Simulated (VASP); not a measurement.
# AlN in VASP: how settings move the LDA single point

Aim: see what changed inputs do to the LDA single point of AlN built on the rocksalt prototype, strained and with displaced atoms. This is a trial cell built on a prototype, not taken from a measured structure, and it needn't be the compound's ground state.

Code: VASP 6.6.1. PAW datasets, plane waves. These are computed values for a spin-unpolarised cell that may be hypothetical; none is a measurement.

**1. Starting point**

The symmetry is P1 (No. 1, triclinic); conventional cell a = 2.758 Å, b = 2.805 Å, c = 2.825 Å, α = 90.4°, β = 118.1°, γ = 118.8°, 8.04 Å³ an atom. Near Al stand 6 N at 1.92–2.08 Å; near N stand 6 Al at 1.92–2.08 Å.

The structure in full:

```xyz
2
Lattice="-0.0208 2.0910 2.0398 1.9910 0.0440 1.9751 1.9840 2.0193 0.0510" Properties=species:S:1:pos:R:3 pbc="T T T"
Al    3.9147    2.0877    2.0341
N     1.8406    2.0575    2.0940
```

**2. Reference**

File INCAR:

```
ENCUT = 520.000000
SIGMA = 0.020000
EDIFF = 1.00e-07
GGA = CA
PREC = Accurate
IBRION = -1
ISIF = 2
ISMEAR = -1
NBANDS = 11
NELM = 120
NSW = 0
LASPH = .TRUE.
LCHARG = .FALSE.
LWAVE = .FALSE.
LREAL = .FALSE.
```

File KPOINTS:

```
KPOINTS created by Atomic Simulation Environment
0
Gamma
8 10 10
0 0 0
```

File POSCAR:

```
Al N
 1.0000000000000000
    -0.0208000000000000    2.0910000000000002    2.0398000000000001
     1.9910000000000001    0.0440000000000000    1.9751000000000001
     1.9840000000000000    2.0192999999999999    0.0510000000000000
 Al  N
   1   1
Cartesian
  3.9146757400000003  2.0877129999999999  2.0341180500000000
  1.8405831200000000  2.0575188700000000  2.0940237600000002
```

Potentials: the recommended LDA PAW datasets, 8 valence electrons.

Command:

```sh
> mpirun -np 1 vasp_std
```

**3. Try 1**

Changes to INCAR since step 2:

```diff
@@ -9,3 +9,2 @@
 NBANDS = 11
-NELM = 120
 NSW = 0
@@ -15 +14,3 @@
 LREAL = .FALSE.
+ALGO = Conjugate
+NELM = 75
```

File KPOINTS:

```
KPOINTS created by Atomic Simulation Environment
0
Gamma
6 8 8
0 0 0
```

POSCAR is that of step 2.

**4. Try 2**

Changes to INCAR since step 2:

```diff
@@ -9,3 +9,2 @@
 NBANDS = 11
-NELM = 120
 NSW = 0
@@ -15 +14,3 @@
 LREAL = .FALSE.
+NELECT = 7.5
+NELM = 64
```

KPOINTS is that of step 2.

POSCAR is that of step 2.

**5. Try 3**

Changes to INCAR since step 2:

```diff
@@ -9,3 +9,2 @@
 NBANDS = 11
-NELM = 120
 NSW = 0
@@ -15 +14,5 @@
 LREAL = .FALSE.
+NELM = 54
+IMIX = 1
+AMIX = 3.0
+BMIX = 0.0001
```

KPOINTS is that of step 2.

POSCAR is that of step 2.

Q: Predict the outcome of this session. Wanted: for each run, changed; ending; energy change; pressure; electronic steps; usable.

The runs gave:

| run | changed | ending | energy change (meV/atom) | pressure (GPa) | gap on the mesh (eV; negative: overlap) | electronic steps | time | usable |
| --- | --- | --- | --- | --- | --- | --- | --- | --- |
| ref. | – | converged | 0 | 3.8 | 3.49 | 12 | 66 s | yes |
| 1 | ALGO = Conjugate, NELM = 75, mesh 6×8×8 | converged | 0.5 | 3.8 | 3.49 | 14 | 40 s | yes |
| 2 | NELECT = 7.5, NELM = 64 | converged | – | -57.4 | – | 13 | 70 s | no |
| 3 | IMIX = 1, AMIX = 3, BMIX = 0.0001 | crashed | – | – | – | 9 | 55 s | no |

What this shows: Of 3 altered inputs, 1 gave no result, 1 ended normally on a faulty or unsound input, 1 gave usable results. «ALGO = Conjugate, NELM = 75, mesh 6×8×8» moves the energy by 0.5 meV/atom.
